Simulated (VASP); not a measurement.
# C (P6_3/mmc) in VASP: a series of runs

The runs below take C through electric field gradients, with PBE, r2SCAN.

The COD entry that gives the cell may itself be a prediction, so a difference from it is no test against experiment.

All numbers are computed with VASP 6.6.1; they aren't measurements. Logs are shortened: lines on timing, memory, paths and dates and some standing lists are left out, and cuts for length are marked.

### 1 Starting point

Symmetry: P6_3/mmc, No. 194, hexagonal system. The conventional cell has a = 2.522 Å, b = 2.522 Å, c = 12.356 Å, α = 90.00°, β = 90.00°, γ = 120.00°. C (site symmetry 3m) is surrounded by 4 C at 1.54 Å. Around C (site symmetry 3m) lie 4 C at 1.54 Å. Around C (site symmetry 3m) lie 4 C at 1.54 Å.

This is a hexagonal form of diamond, not graphite.

### 2 Electric field gradients, PBE

Input file INCAR:

```
SYSTEM = C
PREC = Accurate ; ENCUT = 520
EDIFF = 1E-8 ; ISMEAR = -1
SIGMA = 0.05 ; LREAL = .FALSE.
LASPH = .TRUE. ; NELM = 80
ALGO = Normal ; ISIF = 2
LWAVE = .FALSE. ; LCHARG = .FALSE.
GGA = PE ; LEFG = .TRUE.
NBANDS = 36
```

Input file KPOINTS:

```
regular mesh
0
G
  14 14 3
  0 0 0
```

Input file POSCAR:

```
C
1.0
    2.5221000000      0.0000000000      0.0000000000
   -1.2610500000      2.1842026709      0.0000000000
    0.0000000000      0.0000000000     12.3557000000
C
12
Direct
    0.0000000000      0.0000000000      0.1875000000
    0.0000000000      0.0000000000      0.6875000000
    0.0000000000      0.0000000000      0.3125000000
    0.0000000000      0.0000000000      0.8125000000
    0.3333333333      0.6666666667      0.5208300000
    0.6666666667      0.3333333333      0.0208300000
    0.3333333333      0.6666666667      0.9791700000
    0.6666666667      0.3333333333      0.4791700000
    0.3333333333      0.6666666667      0.6458300000
    0.6666666667      0.3333333333      0.1458300000
    0.3333333333      0.6666666667      0.8541700000
    0.6666666667      0.3333333333      0.3541700000
```

Potentials or basis: VASP PAW PBE potentials, release 64 (C).

Command:

```console
$ cat potpaw_PBE.64/C/POTCAR > POTCAR
$ mpirun -np 1 vasp_std > vasp.out
```

OUTCAR:

```text
SYSTEM = C
   PREC = Accurate
   ENCUT = 520
   EDIFF = 1E-8
   ISMEAR = -1
   LREAL = .FALSE.
   LASPH = .TRUE.
   NELM = 80
   ISIF = 2
   GGA = PE

 ion  position               nearest neighbor table
   1  0.000  0.000  0.188-   3 1.54  10 1.54  10 1.54  10 1.54
   2  0.000  0.000  0.688-   4 1.54   9 1.54   9 1.54   9 1.54
   3  0.000  0.000  0.312-   1 1.54  12 1.54  12 1.54  12 1.54
   4  0.000  0.000  0.812-   2 1.54  11 1.54  11 1.54  11 1.54
   5  0.333  0.667  0.521-   8 1.54   8 1.54   8 1.54   9 1.54
   6  0.667  0.333  0.021-   7 1.54   7 1.54   7 1.54  10 1.54
   7  0.333  0.667  0.979-   6 1.54   6 1.54   6 1.54  11 1.54
   8  0.667  0.333  0.479-   5 1.54   5 1.54   5 1.54  12 1.54
   9  0.333  0.667  0.646-   5 1.54   2 1.54   2 1.54   2 1.54
  10  0.667  0.333  0.146-   6 1.54   1 1.54   1 1.54   1 1.54
  11  0.333  0.667  0.854-   7 1.54   4 1.54   4 1.54   4 1.54
  12  0.667  0.333  0.354-   8 1.54   3 1.54   3 1.54   3 1.54

  LATTYP: Found a hexagonal cell.
 ALAT       =     2.5221000000
 C/A-ratio  =     4.8989730780

  Lattice vectors:

 A1 = (   2.5221000000,   0.0000000000,   0.0000000000)
 A2 = (  -1.2610500000,   2.1842026709,   0.0000000000)
 A3 = (   0.0000000000,   0.0000000000,  12.3557000000)

Analysis of symmetry for initial positions (statically):
=====================================================================
 Subroutine PRICEL returns:
 Original cell was already a primitive cell.

 Routine SETGRP: Setting up the symmetry group for a
 hexagonal supercell.

 Subroutine GETGRP returns: Found 24 space group operations
 (whereof 12 operations were pure point group operations)
 out of a pool of 24 trial point group operations.

The static configuration has the point symmetry D_3d.
 The point group associated with its full space group is D_6h.

Analysis of symmetry for dynamics (positions and initial velocities):
=====================================================================
 Subroutine PRICEL returns:
 Original cell was already a primitive cell.

 Routine SETGRP: Setting up the symmetry group for a
 hexagonal supercell.

 Subroutine GETGRP returns: Found 24 space group operations
 (whereof 12 operations were pure point group operations)
 out of a pool of 24 trial point group operations.

The dynamic configuration has the point symmetry D_3d.
 The point group associated with its full space group is D_6h.

 Subroutine INISYM returns: Found 24 space group operations
 (whereof 12 operations are pure point group operations),
 and found     1 'primitive' translations

----------------------------------------------------------------------------------------

                                     Primitive cell

  volume of cell :      68.0648

  direct lattice vectors                    reciprocal lattice vectors
     2.522100000  0.000000000  0.000000000     0.396494984  0.228916486  0.000000000
    -1.261050000  2.184202671  0.000000000     0.000000000  0.457832972  0.000000000
     0.000000000  0.000000000 12.355700000     0.000000000  0.000000000  0.080934306

  length of vectors
     2.522100000  2.522100000 12.355700000     0.457832972  0.457832972  0.080934306

  position of ions in fractional coordinates (direct lattice)
     0.000000000  0.000000000  0.187500000
     0.000000000  0.000000000  0.687500000
     0.000000000  0.000000000  0.312500000
     0.000000000  0.000000000  0.812500000
     0.333333333  0.666666667  0.520830000
     0.666666667  0.333333333  0.020830000
     0.333333333  0.666666667  0.979170000
     0.666666667  0.333333333  0.479170000
     0.333333333  0.666666667  0.645830000
     0.666666667  0.333333333  0.145830000
     0.333333333  0.666666667  0.854170000
     0.666666667  0.333333333  0.354170000

  ion indices of the primitive-cell ions
   primitive index   ion index
                 1           1
                 2           2
[... 99 lines left out ...]
   IALGO  =     38    algorithm
   IMIX   =      4    mixing-type and parameters
     AMIX     =   0.40;   BMIX     =  1.00
     AMIX_MAG =   1.60;   BMIX_MAG =  1.00
  volume/ion in A,a.u.               =       5.67        38.28
  Fermi-wavevector in a.u.,A,eV,Ry     =   1.457184  2.753678 28.890408  2.123385
  Thomas-Fermi vector in A             =   2.574015
   LORBIT       =      0    0 simple, 1 ext, 2 COOP (PROOUT), +10 PAW based schemes
   GGA     = PE    functional components
   LHFCALC =     F    Hartree Fock is set to
   AEXX    =    0.0000 exact exchange contribution
   IVDW    =     0    specifies the selected vdW correction
   LEPSILON=     F    determine dielectric tensor
   LRPA    =     F    only Hartree local field effects (RPA)
 non-spin polarized calculation
  energy-cutoff  :      520.00
  volume of cell :       68.06
 maximum number of plane-waves:      1852
 NGX is ok and might be reduce to    20
   NGX =  9   NGY =  9   NGZ = 45

 number of electron      47.9999995 magnetization

 Free energy of the ion-electron system (eV)
  ---------------------------------------------------
  ext. energy  EPLUGINS =         0.00000000
  ---------------------------------------------------
  free energy    TOTEN  =      -109.02214794 eV

  energy without entropy =     -109.02214794  energy(sigma->0) =     -109.02214794

 E-fermi :  10.7533     XC(G=0): -13.2490

 val. band max:        9.8227629983   @ k =   0.0000   0.0000   0.0000
 cond. band min:      14.1773233975   @ k =   0.3571  -0.0000   0.0000
 fundamental gap:      4.3545603991
 Fermi energy:        10.7533463946

 k-point     1 :       0.0000    0.0000    0.0000
  band No.  band energies     occupation
      1     -11.7566      2.00000
      2     -11.0109      2.00000
      3     -10.9656      2.00000
      4      -8.7453      2.00000
      5      -8.7226      2.00000
      6      -5.9571      2.00000
[... 925 lines left out ...]
     35      21.6237      0.00000
     36      22.2804      0.00000

 [... further k-points ...]
[... 5 lines left out ...]
  --------------------------------------------------------------------------------------
  -------------------------------------------------------------------------------------
  Total        0.0093331      0.0093331      3.4841495      0.0000000      0.0000000      0.0000000
  in kB        0.2196917      0.2196917     82.0133927      0.0000000      0.0000000      0.0000000
  external PRESSURE =      27.4842587 kB  Pullay stress =       0.0000000 kB

 VOLUME and BASIS-vectors are now :
 -----------------------------------------------------------------------------
  energy-cutoff  :      520.00
  volume of cell :       68.06
      direct lattice vectors                 reciprocal lattice vectors
     2.522100000  0.000000000  0.000000000     0.396494984  0.228916486  0.000000000
    -1.261050000  2.184202671  0.000000000     0.000000000  0.457832972  0.000000000
     0.000000000  0.000000000 12.355700000     0.000000000  0.000000000  0.080934306

 POSITION                                       TOTAL-FORCE (eV/Angst)
 -----------------------------------------------------------------------------------
      0.00000      0.00000      2.31669         0.000000     -0.000000     -0.331895
      0.00000      0.00000      8.49454        -0.000000      0.000000     -0.331895
      0.00000      0.00000      3.86116         0.000000     -0.000000      0.331895
      0.00000      0.00000     10.03901        -0.000000      0.000000      0.331895
     -0.00000      1.45614      6.43522         0.000000     -0.000000      0.026849
      1.26105      0.72807      0.25737        -0.000000      0.000000      0.026849
     -0.00000      1.45614     12.09833         0.000000     -0.000000     -0.026849
      1.26105      0.72807      5.92048        -0.000000      0.000000     -0.026849
     -0.00000      1.45614      7.97968        -0.000000      0.000000     -0.309740
      1.26105      0.72807      1.80183         0.000000      0.000000     -0.309740
     -0.00000      1.45614     10.55387        -0.000000      0.000000      0.309740
      1.26105      0.72807      4.37602         0.000000     -0.000000      0.309740
 -----------------------------------------------------------------------------------
    total drift:                               -0.000000      0.000000      0.000000

  FREE ENERGIE OF THE ION-ELECTRON SYSTEM (eV)
  ---------------------------------------------------
  free  energy   TOTEN  =      -109.0221479359 eV

  energy  without entropy=     -109.0221479359  energy(sigma->0) =     -109.02214794

 Electric field gradients (V/A^2)
---------------------------------------------------------------------
 ion       V_xx      V_yy      V_zz      V_xy      V_xz      V_yz
---------------------------------------------------------------------
   1      -0.564    -0.564     1.128     0.000     0.000    -0.000
   2      -0.564    -0.564     1.128     0.000    -0.000     0.000
   3      -0.564    -0.564     1.128     0.000    -0.000     0.000
   4      -0.564    -0.564     1.128     0.000     0.000    -0.000
   5      -0.075    -0.076     0.151    -0.000    -0.000     0.000
   6      -0.075    -0.076     0.151    -0.000     0.000    -0.000
   7      -0.075    -0.076     0.151    -0.000     0.000    -0.000
   8      -0.075    -0.076     0.151    -0.000    -0.000     0.000
   9       0.112     0.111    -0.223    -0.000     0.000    -0.000
  10       0.112     0.111    -0.223    -0.000    -0.000     0.000
  11       0.112     0.111    -0.223    -0.000    -0.000     0.000
  12       0.112     0.111    -0.223    -0.000     0.000    -0.000
---------------------------------------------------------------------

 Electric field gradients after diagonalization (V/A^2)
 (convention: |V_zz| > |V_xx| > |V_yy|)
----------------------------------------------------------------------
 ion       V_xx      V_yy      V_zz     asymmetry (V_yy - V_xx)/ V_zz
----------------------------------------------------------------------
   1      -0.564    -0.564     1.128       0.000
   2      -0.564    -0.564     1.128       0.000
   3      -0.564    -0.564     1.128       0.000
   4      -0.564    -0.564     1.128       0.000
   5      -0.076    -0.075     0.151       0.007
   6      -0.076    -0.075     0.151       0.007
   7      -0.076    -0.075     0.151       0.007
   8      -0.076    -0.075     0.151       0.007
   9       0.112     0.111    -0.223       0.005
  10       0.112     0.111    -0.223       0.005
  11       0.112     0.111    -0.223       0.005
  12       0.112     0.111    -0.223       0.005
----------------------------------------------------------------------

           NMR quadrupolar parameters

 Cq : quadrupolar parameter    Cq=e*Q*V_zz/h
 eta: asymmetry parameters     (V_yy - V_xx)/ V_zz
 Q  : nuclear electric quadrupole moment in mb (millibarn)
----------------------------------------------------------------------
 ion       Cq(MHz)       eta       Q (mb)
----------------------------------------------------------------------
   1       0.003       0.000       1.000
   2       0.003       0.000       1.000
   3       0.003       0.000       1.000
   4       0.003       0.000       1.000
   5       0.000       0.007       1.000
   6       0.000       0.007       1.000
   7       0.000       0.007       1.000
   8       0.000       0.007       1.000
   9      -0.001       0.005       1.000
  10      -0.001       0.005       1.000
  11      -0.001       0.005       1.000
  12      -0.001       0.005       1.000
----------------------------------------------------------------------
```

Wall time 96 s (1 thread of Intel Xeon Platinum 8488C (Sapphire Rapids), shared host); peak memory 0.22 GiB.

What came out:

| Item | Value |
| --- | --- |
| Free energy | -109.0221 eV |
| Pressure | 2.7 GPa |
| Largest force | 0.332 eV/Å |
| Band gap on the k mesh | 4.35 eV, indirect (least direct gap 5.30 eV) |

Forces on the atoms (eV/Å):
```
C    0.000  0.000 -0.332
C    0.000  0.000 -0.332
C    0.000  0.000  0.332
C    0.000  0.000  0.332
C    0.000  0.000  0.027
C    0.000  0.000  0.027
C    0.000  0.000 -0.027
C    0.000  0.000 -0.027
C    0.000  0.000 -0.310
C    0.000  0.000 -0.310
C    0.000  0.000  0.310
C    0.000  0.000  0.310
```

Stress tensor (GPa, compression positive):
```
0.02 0.00 0.00
0.00 0.02 0.00
0.00 0.00 8.20
```

Levels at points of the mesh, in eV from the valence-band top:
| k point | band 20 | band 21 | band 22 | band 23 | band 24 | band 25 | band 26 | band 27 | band 28 | band 29 |
| --- | --- | --- | --- | --- | --- | --- | --- | --- | --- | --- |
| (0.00, 0.00, 0.00) | -0.98 | -0.98 | -0.15 | 0.00 | 0.00 | 5.30 | 5.30 | 5.66 | 6.37 | 6.37 |
| (0.50, 0.00, 0.00) | -4.31 | -4.06 | -4.06 | -3.63 | -2.89 | 4.52 | 5.10 | 5.26 | 5.62 | 6.84 |

Electric field gradients, principal values (V/Å²):
| atom | Vxx | Vyy | Vzz |
| --- | --- | --- | --- |
| 1 C | -0.564 | -0.564 | 1.128 |
| 2 C | -0.564 | -0.564 | 1.128 |
| 3 C | -0.564 | -0.564 | 1.128 |
| 4 C | -0.564 | -0.564 | 1.128 |
| 5 C | -0.075 | -0.076 | 0.151 |
| 6 C | -0.075 | -0.076 | 0.151 |
| 7 C | -0.075 | -0.076 | 0.151 |
| 8 C | -0.075 | -0.076 | 0.151 |
| 9 C | 0.111 | 0.112 | -0.223 |
| 10 C | 0.111 | 0.112 | -0.223 |
| 11 C | 0.111 | 0.112 | -0.223 |
| 12 C | 0.111 | 0.112 | -0.223 |

Caveat: an odd mesh through Γ misses points on the zone boundary, where band edges often lie.

(Continued in part 2 of 2.)
